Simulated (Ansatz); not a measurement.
# Ti: the cost of one run

Program: Ansatz 0.2.0. Level of theory: DFT PBE, scalar-relativistic, plane waves, PAW. These are calculated values, not measurements.

17 further runs of the same task are left out: 17 set aside as unsound or not needed. Runs told in other sessions of the task aren't counted.

### Step 1. The system as given

It takes space group P6/mmm (No. 191, hexagonal). Conventional cell: a = 4.579 Å, b = 4.579 Å, c = 2.832 Å, α = 90.00°, β = 90.00°, γ = 120.00°. Around Ti (site symmetry 6/mmm) lie 14 Ti at 2.83 to 3.00 Å. Ti (site symmetry -6m2) is surrounded by 11 Ti at 2.64 to 3.00 Å.

As a file:

```xyz
3
Lattice="4.5791 0.0000 0.0000 -2.2895 3.9656 0.0000 0.0000 0.0000 2.8318" Properties=species:S:1:pos:R:3 pbc="T T T"
Ti    0.0000    0.0000    0.0000
Ti    0.0000    2.6437    1.4159
Ti    2.2895    1.3219    1.4159
```

It goes back to an entry of the Materials Project, which need not be the stable form.

This cell was relaxed beforehand with the same method: volume 17.14 Å³/atom, gap on the mesh none (metal).

### Step 2. What is varied

The energy is mapped over the lattice constants a and c of the conventional cell.

First coordinate, lattice constant a (and b): 7 values from 4.442 to 4.716 Å. Second coordinate, lattice constant c: 7 values from 2.492 to 3.172 Å.

Nothing else is relaxed (symmetry fixes all fractional coordinates). Energies count from the relaxed crystal. Points are written as (first, second).

### Step 3. Point (4.442 Å, 2.605 Å)

input.yaml reads:

```yaml
crystal:
  lattice:
    - [4.4417, 0.0, 0.0]
    - [-2.22085, 3.846625036, 0.0]
    - [0.0, 0.0, 2.6052]
  atoms:
    - { symbol: Ti, position: [0.0, 0.0, 0.0] }
    - { symbol: Ti, position: [0.3333333333, 0.6666666667, 0.5] }
    - { symbol: Ti, position: [0.6666666667, 0.3333333333, 0.5] }
basis:
  ecutwfc: 520.0
kpoints:
  mp_grid: { grid: [12, 12, 14] }
hamiltonian:
  xc: pbe
  pseudopotentials: { kind: paw, azcp: { folder: soft_1 } }
scf:
  occupations: { method: gaussian, width: 0.15 }
output:
  forces: true
  stress: true
  eigenvalues: true
```

Command:

```console
$ ansatz run input.yaml --threads 2 --pin off --max-ram 4096MiB --backend cpu --events-out ev --progress --plain --runs-dir out
```

What time and memory should one allow on 2 threads of Arm Neoverse N1, shared host?

About 10 s, with a peak of 0.42 GiB.
